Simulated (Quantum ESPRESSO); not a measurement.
# SiC (Moissanite 3C): the LO frequency by hand

How high does the longitudinal optical mode of SiC (Moissanite 3C) lie, given the transverse one, the Born charge and ε∞?

Calculated with Quantum ESPRESSO 7.5; DFT LDA, scalar-relativistic, plane waves, PseudoDojo norm-conserving pseudopotentials.

### Step 1. The relaxed structure

It takes space group F-43m (No. 216, cubic). Conventional cell: a = 4.326 Å, b = 4.326 Å, c = 4.326 Å, α = 90.00°, β = 90.00°, γ = 90.00°. Nearest to Si lie 4 C at 1.87 Å. Nearest to C lie 4 Si at 1.87 Å. Farther neighbours are not listed.

This is the cell after its relaxation at this level of theory, not the database cell from which that began.

### Step 2. What the response run gave

A linear-response run on the relaxed cell, with the response to an electric field; only its zone-centre results are used. Cutoff 82 Ry, k mesh 10×10×10.

The program printed:

```text
[banners, grids, parts of the stress and lines that vanish by symmetry left out]
Program PHONON v.7.5
     Reading xml data from directory:

[...]
Exchange-correlation= PW
                           (   1   4   0   0   0   0   0)
[...]
kinetic-energy cut-off    =      82.0000  Ry
     charge density cut-off    =     328.0000  Ry
     convergence threshold     =      1.0E-18
[...]
Exchange-correlation= PW
                           (   1   4   0   0   0   0   0)
[...]
q = (   0.0000000   0.0000000   0.0000000 )
     25 Sym.Ops. (with q -> -q+G )
     G cutoff =  277.5696  (  13731 G-vectors)     FFT grid: ( 36, 36, 36)
     number of k points=    47
[...]
Mode symmetry, T_d (-43m)  point group:
[...]
Dielectric constant
[...]
End of electric fields calculation
          Dielectric constant in cartesian axis
          (       6.907789772      -0.000000000      -0.000000000 )
          (      -0.000000000       6.907789772       0.000000000 )
          (      -0.000000000      -0.000000000       6.907789772 )
          Effective charges (d Force / dE) in cartesian axis without acoustic sum rule applied (asr)
           atom    1  Si    Mean Z*:        2.72025
      Ex  (        2.72025        0.00000        0.00000 )
      Ey  (        0.00000        2.72025        0.00000 )
      Ez  (        0.00000        0.00000        2.72025 )
           atom    2  C     Mean Z*:       -2.72762
      Ex  (       -2.72762       -0.00000        0.00000 )
      Ey  (       -0.00000       -2.72762        0.00000 )
      Ez  (        0.00000        0.00000       -2.72762 )
          Effective charges Sum: Mean:       -0.00737
[...]
Effective charges (d Force / dE) in cartesian axis with asr applied:
           atom    1  Si    Mean Z*:        2.72393
[...]
atom    2  C     Mean Z*:       -2.72393
[...]
Representation #   1 modes #   1   2   3
[...]
End of self-consistent calculation
     Convergence has been achieved
     Representation #   2 modes #   4   5   6
[...]
End of self-consistent calculation
     Convergence has been achieved
[...]
Dielectric constant in cartesian axis
          (       6.907789772      -0.000000000      -0.000000000 )
          (      -0.000000000       6.907789772       0.000000000 )
          (      -0.000000000      -0.000000000       6.907789772 )
          Effective charges (d Force / dE) in cartesian axis without acoustic sum rule applied (asr)
           atom    1  Si    Mean Z*:        2.72025
      Ex  (        2.72025        0.00000        0.00000 )
      Ey  (        0.00000        2.72025        0.00000 )
      Ez  (        0.00000        0.00000        2.72025 )
           atom    2  C     Mean Z*:       -2.72762
      Ex  (       -2.72762       -0.00000        0.00000 )
      Ey  (       -0.00000       -2.72762        0.00000 )
      Ez  (        0.00000        0.00000       -2.72762 )
          Effective charges Sum: Mean:       -0.00737
[...]
Effective charges (d Force / dE) in cartesian axis with asr applied:
           atom    1  Si    Mean Z*:        2.72393
[...]
atom    2  C     Mean Z*:       -2.72393
[...]
q = (    0.000000000   0.000000000   0.000000000 )
[...]
freq (    1) =       0.020763 [THz] =       0.692566 [cm-1]
     freq (    2) =       0.020763 [THz] =       0.692566 [cm-1]
     freq (    3) =       0.020763 [THz] =       0.692566 [cm-1]
     freq (    4) =      23.927062 [THz] =     798.120875 [cm-1]
     freq (    5) =      23.927062 [THz] =     798.120875 [cm-1]
     freq (    6) =      23.927062 [THz] =     798.120875 [cm-1]
[...]
Mode symmetry, T_d (-43m)  point group:
     freq (   1-   3) =          0.7  [cm-1]   --> T_2  G_15 P_4   I+R
     freq (   4-   6) =        798.1  [cm-1]   --> T_2  G_15 P_4   I+R

   JOB DONE.
```

```csv
quantity,value
cell volume Ω (Å³),20.234
mass of Si (u),28.085
mass of C (u),12.011
"Born charge of Si, raw (e)",2.720
"Born charge of C, raw (e)",-2.728
ε∞,6.908
ω(TO) after the sum rule (cm⁻¹),798.1
```

### Step 3. The calculation

The charges must sum to zero over the cell; taking off their mean, -0.004 e, leaves Z* = 2.724 e on Si. In the polar mode Si moves against C, so the reduced mass is μ = 28.09 × 12.01 / 40.10 = 8.413 u.

A longitudinal wave builds up a field that adds to the restoring force: ω(LO)² = ω(TO)² + 4π Z*² / (μ Ω ε∞), in Hartree atomic units. With μ = 15336 electron masses and Ω = 136.54 bohr³ the second term is 6.4457e-06 Ha², or 310482 cm⁻² (1 Ha = 219474.6 cm⁻¹).

So ω(LO) = √(636996 + 310482) = 973.4 cm⁻¹, and by the Lyddane-Sachs-Teller relation ε₀ = ε∞ (ω(LO)/ω(TO))² = 10.27.

### Step 4. Check against the program

The analysis program adds the same non-analytic term to the full matrix, here for q along (1 0 0).

The program printed:

```text
[banner, memory and clock lines left out]
Program DYNMAT v.7.5

     Reading Dynamical Matrix from file g.dyn
     ...Force constants read
     ...epsilon and Z* read

     Polarizability (A^3 units)
     multiply by 0.336784 for Clausius-Mossotti correction
         9.512402   -0.000000   -0.000000
        -0.000000    9.512402   -0.000000
        -0.000000    0.000000    9.512402

     IR activities are in (D/A)^2/amu units

# mode   [cm-1]    [THz]      IR
    1     -0.00   -0.0000    0.0000
    2      0.00    0.0000    0.0000
    3      0.00    0.0000    0.0000
    4    798.12   23.9270   20.3474
    5    798.12   23.9270   20.3474
    6    973.39   29.1815   20.3474
```

ε₀ comes from the program's run without a direction of q.

```csv
quantity,by hand,program
ω(LO) (cm⁻¹),973.4,973.4
ε₀,10.27,10.27
```

### Step 5. Summary of results

```
TO mode                    : 798.1 cm⁻¹
LO mode                    : 973.4 cm⁻¹
static dielectric constant : 10.27
```

What this shows: The LO mode of SiC (Moissanite 3C) lies at 973 cm⁻¹, 175 cm⁻¹ above the TO mode; the formula meets the program within 0.1 cm⁻¹, as it must for a cubic crystal with one polar mode. ω(LO)² − ω(TO)² goes with Z*²/ε∞: an error of 5 % in ε∞ would move the LO mode by 7.6 cm⁻¹, and semilocal functionals tend to overestimate ε∞. These are harmonic values at zero temperature, at the volume of this functional, for the structure held cubic; stability elsewhere in the zone is no part of this calculation.

[Host names and launcher messages were left out of these logs when they were recorded.]

[Logs are printed without paths, hosts, clocks, repeated set-up lines and the standing remarks that a program may print on its own settings, such as how far it seeks lower states.]

[Hosts, paths, dates, database ids (printed as entryN), source tags and the programs' standing remarks are cut or masked in the printed files.]
